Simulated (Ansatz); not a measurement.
# MgS (Niningerite) (Fm-3m) in Ansatz: further runs

One crystal, MgS (Niningerite), is run at these levels: PBEsol, B3LYP+D3(BJ); tasks: projected density of states, electric field gradients.

Everything below comes from runs of Ansatz 0.2.0. Logs are shortened: lines on timing, memory, paths and dates and some standing lists are left out, and cuts for length are marked.

## 1. The structure

The structure is cubic, space group Fm-3m (No. 225). The conventional cell has a = 5.203 Å, b = 5.203 Å, c = 5.203 Å, α = 90.00°, β = 90.00°, γ = 90.00°. Around S (site symmetry m-3m) lie 6 Mg at 2.60 Å. Around Mg (site symmetry m-3m) lie 6 S at 2.60 Å.

## 2. Projected density of states, PBEsol

input.yaml reads:

```yaml
crystal:
  lattice:
    - [0.0, 2.60165, 2.60165]
    - [2.60165, 0.0, 2.60165]
    - [2.60165, 2.60165, 0.0]
  atoms:
    - { symbol: S, position_ang: [2.60165, 2.60165, 2.60165] }
    - { symbol: Mg, position_ang: [0.0, 0.0, 0.0] }
hamiltonian:
  xc: pbesol
  pseudopotentials: { kind: paw }
kpoints:
  mp_grid: { grid: [9, 9, 9] }
scf:
  occupations: { method: fermi_dirac, width: 0.01 }
  n_extra_bands: 6
output:
  forces: true
  stress: true
  eigenvalues: true
  dos: { projected: true, de: 0.05, nscf_kmesh: { grid: [14, 14, 14] } }
```

Potentials or basis: Ansatz PAW.

Started as:

```
> ansatz run input.yaml --threads 1 --pin off --max-ram 2560MiB --backend cpu --events-out ev --progress --plain --runs-dir out
```

The log of the run:

```text
Warning: RAYON_NUM_THREADS=1 ignored (pool sized by the plan → 1); use --threads N
scf.n_extra_bands = 6 over 8 filled bands (N_el = 16.0): the run solves 14 bands
Engine: ansatz 0.2.0, aarch64-unknown-linux-gnu
Pseudopotentials: kind: paw
Pseudopotential: S, paw, valence charge 6, recommended cutoff 420 eV (normal), S.paw.azcp
Pseudopotential: Mg, paw, valence charge 10, recommended cutoff 420 eV (normal), Mg.paw.azcp
Functional definition: PBEsol
  exchange = pbesol_x
  correlation = pbesol_c
Crystal: 2 atoms, lattice volume = 35.219 Å³
Basis set: ecut = 420 eV, 701 PW (Γ), exchange–correlation on 50×50×50 points (8 copies of the dense FFT grid, shifted against one another)
Bands: 14, of which v1, the nominal top of the filled ones, is band 8 counted from 1 (7 counted from 0)
Symmetry: 48 space group operations
Space group: Fm-3m (ITA 225), of the structure as read, at distance tolerance 3.3e-5 Å
k-points: 35 of 729
Non-local potential: S, projectors of the file, l = 0: 2, l = 1: 2, l = 2: 2
Non-local potential: Mg, projectors of the file, l = 0: 3, l = 1: 2, l = 2: 1
PAW form: soft (Blöchl's): semilocal exchange-correlation on the pseudo side does not see the compensation charge
PAW frozen core: S, regenerated for the run's functional, and the local potential with it (the file was generated under x = pbe(κ = 0.804, μ = 0.2195149727645171), c = pbe(β = 0.06672455060314922))
PAW frozen core: Mg, regenerated for the run's functional, and the local potential with it (the file was generated under x = pbe(κ = 0.804, μ = 0.2195149727645171), c = pbe(β = 0.06672455060314922))
PAW one-centre angular grid: S, 110 points (default); XC on 64 Gauss nodes
PAW one-centre angular grid: Mg, 110 points (default); XC on 64 Gauss nodes
Initial density: superposition of atomic densities (neutral atoms: chi_scale 0, normalization atom), corrected by the library's trained network
Initial wavefunctions: pseudopotential atomic-orbital guess
Functional: x = pbesol(κ = 0.804, μ = 0.12345679012345678), c = pbesol(β = 0.046)
SCF iter   1: F=—  HF=-2799.919412 eV  |F-HF|=—  |Δ(HF+E_count)|=         —  Δρ=3.80e-3  dr2=7.14e-3  ethr=1.77e-3  ⟨swp⟩=7.3  Hψ=2977  notcnv=0
preconditioner: auto → none  [insulator: Δε(μ)=2.767 eV  Ē_g=13.343 eV  σ=0.010 eV  W_gap=1.00  n_scr=8 (ndim 8)  ℏωp=17.7 eV  f_vac=0.000  D(μ)=0.00/eV (n_scr^D=0)  ε∞_Penn≈2.8]
SCF iter   2: F=—  HF=-2799.916545 eV  |F-HF|=—  |Δ(HF+E_count)|=   2.87e-3  Δρ=1.15e-3  dr2=3.26e-4  ethr=4.46e-5  ⟨swp⟩=2.2  Hψ=1029  notcnv=0  defer=59
SCF iter   3: F=—  HF=-2799.916542 eV  |F-HF|=—  |Δ(HF+E_count)|=   2.92e-6  Δρ=3.72e-4  dr2=2.68e-5  ethr=2.04e-6  ⟨swp⟩=2.3  Hψ=720  notcnv=0  defer=59
SCF iter   4: F=—  HF=-2799.916561 eV  |F-HF|=—  |Δ(HF+E_count)|=   1.95e-5  Δρ=4.50e-5  dr2=4.96e-7  ethr=1.68e-7  ⟨swp⟩=1.0  Hψ=431  notcnv=0  defer=59
iter 5 did not close the SCF: its close was put off for the readings that it lacked (scf_convergence_deferred on its scf_iter line)
SCF iter   5: F=-2799.916561 eV  HF=-2799.916561 eV  |F-HF|=1.19e-9  |Δ(HF+E_count)|=   2.28e-7  Δρ=4.17e-6  dr2=1.78e-9  ethr=3.10e-9  ⟨swp⟩=2.0  Hψ=677  notcnv=0  defer=59
SCF iter   6: F=-2799.916561 eV  HF=-2799.916561 eV  |F-HF|=1.09e-11  |Δ(HF+E_count)|=   1.35e-9  Δρ=2.68e-7  dr2=1.97e-11  ethr=1.11e-11  ⟨swp⟩=4.8  Hψ=1941  notcnv=0
SCF 1 converged in 6 iterations: F = -2799.916561 eV  dr2 = 1.97e-11
NSCF: frozen V_eff on 104 k-points
SCF converged after 6 iterations
Free energy (F): -2799.916561 eV
Harris-Foulkes:  -2799.916561 eV  (|F-HF|=1.09e-11)
Internal energy: -2799.916561 eV  (E = F + TS)
E sigma→0 (E₀):  -2799.916561 eV
Fermi energy:    7.746436 eV
--- Per-component energies (eV) ---
  E_band       = -330.840776
  E_kinetic    = 184.835636
  E_local      = -1665.697525  (includes V_loc(G=0)·N_el)
  E_nonlocal   = 124.250215
  E_hartree    = 592.315591
  E_xc         = -126.291726
  E_vxc        = -126.549947  (∫ρ·V_xc dr)
  E_paw        = -865.709543  (= ΣΔE_a)
  E_vpaw       = -32.310430  (= ΣTr[D̂ρ^β])
  E_aug_tail   = -0.000001  (compensation charges beyond the density's cutoff)
  E_ewald      = -1043.740020
  E_core_change = 0.120812  (= ΣΔE_core)
  E_smearing   = -0.000000  (= −TS)
  E_closure    = 0.000000  (closes the sum)
  Σ components = -2799.916561   (vs F -2799.916561, Δ=0.00e0)
--- Forces (eV/Å), atoms counted from 1 ---
  atom   1  S      0.00000000    -0.00000000    -0.00000000
  atom   2  Mg    -0.00000000     0.00000000     0.00000000
  max |Σ_I F_I| component: 3.32e-30 eV/Å
--- Stress (GPa, compression-positive) ---
       -0.937056      -0.000000       0.000000
        0.000000      -0.937056      -0.000000
        0.000000       0.000000      -0.937056
  P = ⅓ Tr σ = -0.9371 GPa (-9.371 kbar)
--- Band table (eV; the first three rows and the last of 35) ---
  k-point 0: bands = ["-67.9863", "-34.9265", "-34.9265", "-34.9265", "-6.3465", "6.3340", "6.3340", "6.3340", "9.9279", "14.1473", "14.1473", "14.1473", "16.5502", "16.5502"]
  k-point 1: bands = ["-67.9863", "-34.9273", "-34.9266", "-34.9266", "-6.2246", "5.4511", "6.2515", "6.2515", "10.6186", "13.8549", "14.3634", "14.3634", "15.9985", "15.9985"]
  k-point 2: bands = ["-67.9862", "-34.9294", "-34.9269", "-34.9269", "-5.8861", "3.8771", "6.0600", "6.0600", "11.1757", "14.1996", "14.1996", "14.2210", "16.1840", "16.1840"]
  k-point 34: bands = ["-67.9859", "-34.9313", "-34.9305", "-34.9290", "-4.6336", "2.7427", "3.3147", "4.1915", "11.4580", "13.5752", "13.9076", "15.3362", "19.8257", "20.0915"]
```

Run time: 3 s. Hardware: 1 thread of Arm Neoverse V1, shared host; peak memory 0.27 GiB.

What came out:

```yaml
Free_energy: -2799.9166 eV
Pressure: -0.9 GPa
Band_gap_on_the_k_mesh: 2.83 eV, indirect (least direct gap 3.59 eV)
```

States per cell in windows of 1 eV (zero at the valence-band top; states under -8 eV left out):
```
from (eV)  total  S 3p  Mg 3s  S 3s
     -8.0   0.00  0.00   0.00  0.00
     -7.0   0.00  0.00   0.00  0.00
     -6.0   0.00  0.00   0.00  0.00
     -5.0   0.63  0.50   0.12  0.01
     -4.0   1.22  1.01   0.14  0.05
     -3.0   1.01  0.90   0.05  0.02
     -2.0   1.82  1.71   0.04  0.01
     -1.0   1.33  1.29   0.00  0.00
      0.0   0.00  0.00   0.00  0.00
      1.0   0.00  0.00   0.00  0.00
      2.0   0.01  0.00   0.01  0.00
      3.0   0.23  0.02   0.15  0.01
      4.0   0.85  0.08   0.33  0.04
      5.0   1.26  0.10   0.31  0.05
      6.0   1.35  0.07   0.13  0.01
      7.0   1.41  0.05   0.08  0.01
```

Caveat: odd divisions of the mesh miss points on the zone boundary, where band edges often lie, so the gap on the mesh can be too wide; the PAW data sets come from PBE, with cores solved anew for the run's functional, which leaves a small shift of forces and pressure. A k mesh can miss the band edges.

## 3. Electric field gradients, B3LYP+D3(BJ)

input.yaml reads:

```yaml
crystal:
  lattice: { a: 5.2033, b: 5.2033, c: 5.2033, alpha: 90.0, beta: 90.0, gamma: 90.0 }
  space_group: 225
  reduce_to_primitive: true
  atoms:
    - { symbol: S, wyckoff: "4b", position: [0.5, 0.0, 0.0] }
    - { symbol: Mg, wyckoff: "4a", position: [0.0, 0.0, 0.0] }
hamiltonian:
  xc: b3lyp
  pseudopotentials: { kind: paw }
  dispersion: d3bj
kpoints:
  mp_grid: { grid: [6, 6, 6] }
scf:
  occupations: { method: gaussian, width: 0.02 }
output:
  forces: true
  stress: true
  eigenvalues: true
  efg: {}
  write_density: true
  write_potential: true
  elf: true
  volumetric_format: npy
```

Potentials or basis: Ansatz PAW.

Started as:

```
> ansatz run input.yaml --threads 1 --pin off --max-ram 2560MiB --backend cpu --events-out ev --progress --plain --runs-dir out
```

The log of the run:

```text
Warning: output.stress: scf.convergence.dr2_threshold = 1e-7 eV (the SCF's general default) is looser than the 2e-10 eV advised for a printed stress (1e-10 eV for each atom of the cell: 2). What an SCF threshold leaves in a stress goes as its square root, and in the free energy as the threshold itself, and one threshold admits the most on a small cell: of the crystals measured, under no hybrid functional and no lock of the moments, on runs that ended without the residual-converged pass, on stresses that held no estimate of that error, the worst erred by over 100 MPa in a component at 1e-7 eV an atom and by under 5 at 1e-10. Set scf.convergence.dr2_threshold to 2e-10 eV or tighter. The threshold is an SCF's pass mark: one that does not reach it within its budget of iterations ends unconverged, or closes short of it on a stop that the run arms, and scf.convergence.dr2_threshold's page says what that costs each kind of run
Warning: output.stress: scf.exx.energy_threshold = 1e-6 eV is looser than the 2e-8 eV advised for a stress under a hybrid functional (1e-8 eV for each atom of the cell: 2). Every SCF of the exchange loop can meet its threshold on dr2 while the loop round them stops early: no threshold on dr2 bounds what that leaves in the stress. Set scf.exx.energy_threshold to 2e-8 eV or tighter. The threshold is the loop's pass mark: a loop that does not reach it within its budget of cycles ends unconverged, and scf.exx.energy_threshold's page has the law
Warning: RAYON_NUM_THREADS=1 ignored (pool sized by the plan → 1); use --threads N
[... 89 lines left out ...]
  P = ⅓ Tr σ = -4.2958 GPa (-42.958 kbar)
--- PAW observables at the nuclei: V_zz in 10²¹ V/m², potentials from the cell's mean, atoms counted from 1 ---
  atom   1  S  V_zz =    +0.000000   η = 0.0000   by run symmetry: forbidden
            electrostatic potential = -1633.978005 V   contact ρ = none
  atom   2  Mg V_zz =    +0.000000   η = 0.0000   by run symmetry: forbidden
            electrostatic potential = -1101.103179 V   contact ρ = none
--- Band table (eV; the first three rows and the last of 16) ---
  k-point 0: bands = ["-73.1974", "-38.6859", "-38.6859", "-38.6859", "-7.9519", "5.7390", "5.7390", "5.7390", "11.0544", "15.3685", "15.3685", "15.3685"]
  k-point 1: bands = ["-73.1973", "-38.6876", "-38.6861", "-38.6861", "-7.6713", "4.0630", "5.5619", "5.5619", "12.1773", "15.1204", "15.6342", "15.6342"]
  k-point 2: bands = ["-73.1971", "-38.6910", "-38.6864", "-38.6864", "-6.9967", "1.6912", "5.2517", "5.2517", "12.1860", "14.7237", "14.7237", "16.9046"]
  k-point 15: bands = ["-73.1968", "-38.6913", "-38.6894", "-38.6884", "-6.1502", "1.7987", "3.0436", "3.4366", "11.6419", "13.6553", "16.6359", "17.4055"]
```

v_z.tsv:

```text
# z_ang	v_es[eV]	v_tot[eV]
# format = ansatz-planar-average/11
# xc	b3lyp
# density_cutoff_ev	1680
# datasets	S=:simpson_from_first_knot:soft:fock:shift=-541825	Mg=:simpson_from_first_knot:soft:fock:shift=-1036188
# lattice	0.000000000	2.601650000	2.601650000
# lattice	2.601650000	0.000000000	2.601650000
# lattice	2.601650000	2.601650000	0.000000000
# sites	2
# site	16	2.601650000	2.601650000	2.601650000
# site	12	0.000000000	0.000000000	0.000000000
0.000000	-5.296439e-1	-7.349925e0
0.147172	-1.611808e-1	-6.982728e0
0.294343	8.560295e-1	-5.974083e0
0.441515	2.266717e0	-4.592046e0
0.588686	3.697949e0	-3.234105e0
0.735858	4.750776e0	-2.329178e0
[... 17 lines left out ...]
3.384946	8.560295e-1	-5.974083e0
3.532117	-1.611808e-1	-6.982728e0
```

Wall time 17 s (1 thread of Arm Neoverse V1, shared host); peak memory 0.84 GiB.

Results:

```yaml
Free_energy: -2838.7292 eV
Pressure: -4.3 GPa
Band_gap_on_the_k_mesh: 4.23 eV, indirect (least direct gap 5.32 eV)
```

Caveat: the PAW data sets come from PBE, with cores solved anew for the run's functional, which leaves a small shift of forces and pressure; the thresholds are loose for stress. A k mesh can miss the band edges.

## 4. Projected density of states, PBEsol

input.yaml reads:

```yaml
crystal:
  lattice:
    - [0.0, 2.60165, 2.60165]
    - [2.60165, 0.0, 2.60165]
    - [2.60165, 2.60165, 0.0]
  atoms:
    - { symbol: S, position: [0.5, 0.5, 0.5] }
    - { symbol: Mg, position: [0.0, 0.0, 0.0] }
hamiltonian:
  xc: pbesol
  pseudopotentials: { kind: paw }
kpoints:
  mp_grid: { grid: [9, 9, 9] }
scf:
  occupations: { method: fermi_dirac, width: 0.01 }
  n_extra_bands: 6
output:
  forces: true
  stress: true
  eigenvalues: true
  dos: { projected: true, de: 0.05, nscf_kmesh: { grid: [14, 14, 14] } }
```

Started as:

```
> ansatz run input.yaml --threads 1 --pin off --max-ram 2560MiB --backend cpu --events-out ev --progress --plain --runs-dir out
```

It took 3 s on 1 thread of Arm Neoverse V1, shared host; peak memory 0.27 GiB.

Results (log left out):

- Free energy: -2799.9166 eV
- Pressure: -0.9 GPa
- Band gap on the k mesh: 2.83 eV, indirect (least direct gap 3.59 eV)

Levels at points of the mesh, in eV from the valence-band top:
| k point | band 4 | band 5 | band 6 | band 7 | band 8 | band 9 | band 10 | band 11 | band 12 | band 13 |
| --- | --- | --- | --- | --- | --- | --- | --- | --- | --- | --- |
| (0.00, 0.00, 0.00) | -41.26 | -12.68 | 0.00 | 0.00 | 0.00 | 3.59 | 7.81 | 7.81 | 7.81 | 10.22 |

States per cell in windows of 1 eV (zero at the valence-band top; states under -8 eV left out):
```tsv
from (eV)	total	S 3p	Mg 3s	S 3s
-8.0	0.00	0.00	0.00	0.00
-7.0	0.00	0.00	0.00	0.00
-6.0	0.00	0.00	0.00	0.00
-5.0	0.63	0.50	0.12	0.01
-4.0	1.22	1.01	0.14	0.05
-3.0	1.01	0.90	0.05	0.02
-2.0	1.82	1.71	0.04	0.01
-1.0	1.33	1.29	0.00	0.00
0.0	0.00	0.00	0.00	0.00
1.0	0.00	0.00	0.00	0.00
2.0	0.01	0.00	0.01	0.00
3.0	0.23	0.02	0.15	0.01
4.0	0.85	0.08	0.33	0.04
5.0	1.26	0.10	0.31	0.05
6.0	1.35	0.07	0.13	0.01
7.0	1.41	0.05	0.08	0.01
```

Caveat: odd divisions of the mesh miss points on the zone boundary, where band edges often lie, so the gap on the mesh can be too wide; the PAW data sets come from PBE, with cores solved anew for the run's functional, which leaves a small shift of forces and pressure. A k mesh can miss the band edges.
